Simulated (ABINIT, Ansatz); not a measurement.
# A GW run on SiC (Moissanite) in ABINIT, with inputs changed

What do changed inputs do to GW on SiC (Moissanite)?

Method: PBE and many-body steps on it, plane waves, in ABINIT 10.8.3.

This is a report of a sequence of runs, with most program output left out.

## 1. Set-up

It takes space group P6_3mc (No. 186, hexagonal). The conventional cell has a = 3.081 Å, b = 3.081 Å, c = 15.125 Å, α = 90.00°, β = 90.00°, γ = 120.00°. Si has 4 C at 1.88 to 1.90 Å nearest. Nearest to Si lie 4 C at 1.89 Å. C has 4 Si at 1.88 to 1.89 Å nearest. C has 4 Si at 1.89 Å nearest. Nearest to C lie 4 Si at 1.89 to 1.90 Å. Farther neighbours are not listed.

The cell and positions come from the Crystallography Open Database and are kept as given unless a step says otherwise.

## 2. Screening, 6×6×1 mesh, 257 bands, screening to 141.5 eV

This step: ABINIT 10.8.3; RPA screening on PBE, plane waves, norm-conserving pseudopotentials.

The RPA dielectric matrix is built and inverted for each q.

Input file run.abi:

```
acell 3*1.0 Angstrom
rprim 
  3.081000000023 -0.000000000005 0.000000000000
  -1.540500000007 2.668224269083 0.000000000000
  0.000000000000 0.000000000000 15.124800000000
ntypat 2
znucl 14 6
natom 12
typat 1 1 1 1 1 1 2 2 2 2 2 2
xred 
  0.000000000000 0.000000000000 0.000000000000
  0.000000000000 0.000000000000 0.500000000000
  0.333333333333 0.666666666667 0.166400000000
  0.666666666667 0.333333333333 0.666400000000
  0.666666666667 0.333333333333 0.332900000000
  0.333333333333 0.666666666667 0.832900000000
  0.333333333333 0.666666666667 0.041200000000
  0.666666666667 0.333333333333 0.541200000000
  0.666666666667 0.333333333333 0.208000000000
  0.333333333333 0.666666666667 0.708000000000
  0.000000000000 0.000000000000 0.374600000000
  0.000000000000 0.000000000000 0.874600000000
pp_dirpath "pseudos"
pseudos "Si.upf, C.upf"
ecut 37
ngkpt 6 6 1
nshiftk 1
shiftk 0 0 0
kptopt 1
chksymbreak 0
istwfk *1
occopt 1
irdwfk 1
optdriver 3
nband 257
ecuteps 5.2
inclvkb 2
awtr 1
symchi 1
indata_prefix "in"
outdata_prefix "out"
tmpdata_prefix "tmp"
```

The run is started by

```bash
$ OMP_NUM_THREADS=1 mpirun -n 8 abinit run.abi > log
```

It took 2.8 min on 8 MPI ranks of Arm Neoverse V2, shared host; peak memory 4 GiB; 22 min of CPU time.

Numbers from this step:

| Quantity | Value |
| --- | --- |
| ε∞ with local fields, on this mesh, along the program's q direction | 6.978 |
| the same without local fields | 7.626 |
| plasma frequency | 23.07 eV |
| plane waves in the screening matrix | 431 |

Local fields lower ε∞ by 8 %. On a Γ-centred mesh this coarse the value itself is usually too large, while a short band sum pulls it down.

## 3. Base

The self-energy is evaluated for the states that the input lists, and the levels follow from it, in one-shot runs by the linearised quasiparticle equation.

This step: G0W0 on PBE, plane waves, norm-conserving pseudopotentials.

Changes to run.abi since step 2:

```diff
@@ -33,8 +33,17 @@
 irdwfk 1
-optdriver 3
+optdriver 4
 nband 257
+gwcalctyp 0
+ecutsigx 37
+symsigma 1
+nkptgw 2
+kptgw 
+  0.0000000000 0.0000000000 0.0000000000
+  0.5000000000 0.0000000000 0.0000000000
+bdgw 
+  23 26
+  23 26
 ecuteps 5.2
-inclvkb 2
-awtr 1
-symchi 1
+irdscr 1
+ppmodel 1
 indata_prefix "in"
```

Elapsed: 25 s, on 8 MPI ranks; peak memory 2.9 GiB.

This step gave:

```
G0W0 gap on the points computed              : 2.649 eV
starting gap on the mesh                     : 2.017 eV
k of the valence top                         : 0, 0, 0
k of the conduction bottom                   : 0.5, 0, 0
Z at the valence top                         : 0.794
Z at the conduction bottom                   : 0.818
least direct G0W0 gap on the computed points : 3.91 eV
```

The gap on the mesh goes from 2.02 eV to 2.65 eV, a correction of +0.63 eV.

## 4. Scissors in G

Changes to run.abi since step 3:

```diff
@@ -48,2 +48,3 @@
 ppmodel 1
+mbpt_sciss 0.5 eV
 indata_prefix "in"
```

The job ended after 24 s (8 MPI ranks; peak memory 2.9 GiB; 3.2 min of CPU time).

This step gave:

```yaml
g0w0_gap_on_the_points_computed: 2.698 eV
starting_gap_on_the_mesh: 2.017 eV
k_of_the_valence_top: 0, 0, 0
k_of_the_conduction_bottom: 0.5, 0, 0
z_at_the_valence_top: 0.795
z_at_the_conduction_bottom: 0.819
least_direct_g0w0_gap_on_the_computed_points: 3.96 eV
```

## 5. More bands than the file holds

Changes to run.abi since step 4:

```diff
@@ -34,3 +34,3 @@
 optdriver 4
-nband 257
+nband 1785
 gwcalctyp 0
@@ -48,3 +48,2 @@
 ppmodel 1
-mbpt_sciss 0.5 eV
 indata_prefix "in"
```

It took 2.9 s on 8 MPI ranks; peak memory 0.06 GiB.

The run stopped with an error after 2.9 s.

The program's words: Number of bands stored WFK file is less than required. WFK mband: 653, self-energy nband: 1785

The fault put into this input: more bands than the file holds.

## 6. Side by side

Times are wall times on 8 MPI ranks of Arm Neoverse V2, shared host, good to a factor of about two. A run's time includes the screening step that it read.

```
          run   mesh  bands  screening cutoff (eV)  DFT gap (eV)  gap on the mesh (eV)  direct (eV)  ε∞ used     time
         base  6×6×1    257                  141.5         2.017                 2.649        3.910     6.98  3.2 min
scissors in G  6×6×1    257                  141.5         2.017                 2.698        3.960     6.98  3.2 min
```

## 7. Results

| Item | Value |
| --- | --- |
| base | 2.649 eV |
| scissors in G | 2.698 eV |
| known limits | not at the basis limit; coarse k mesh |

In words: Scissors in G: +0.049 eV against base (keys changed: mbpt_sciss). Bands and cutoff are finite, so the gap is not at the basis limit. The miss can reach some tenths of an eV and take either sign; the mesh is an error of its own. In the G0W0 runs levels were corrected at 2 k points alone, so a gap called «on the mesh» is the least over those, and an edge elsewhere would be missed. The 6×6×1 mesh is coarse for this cell, which bears on the long-range parts of exchange and screening.

[Paths, hosts, dates, memory and timing lines, banners, echoed tables and standing remarks are left out of the program output.]

[Logs are printed without paths, hosts, clocks, repeated set-up lines and the standing remarks that a program may print on its own settings, such as how far it seeks lower states.]

[Runs of the session that timed out or met a known fault of the program may be left out.]

[Hosts, paths, dates, database ids (printed as entryN), source tags and the programs' standing remarks are cut or masked in the printed files.]

[G0W0 gaps are taken among the corrected bands and points alone; a level outside them can change the order at an edge.]

[Where Ansatz stands beside ABINIT at settings called matched, ABINIT's density can come from a denser mesh and the files from another edition; pairs whose starting gaps differed by over 0.03 eV were left out, so agreement reads better than it is.]
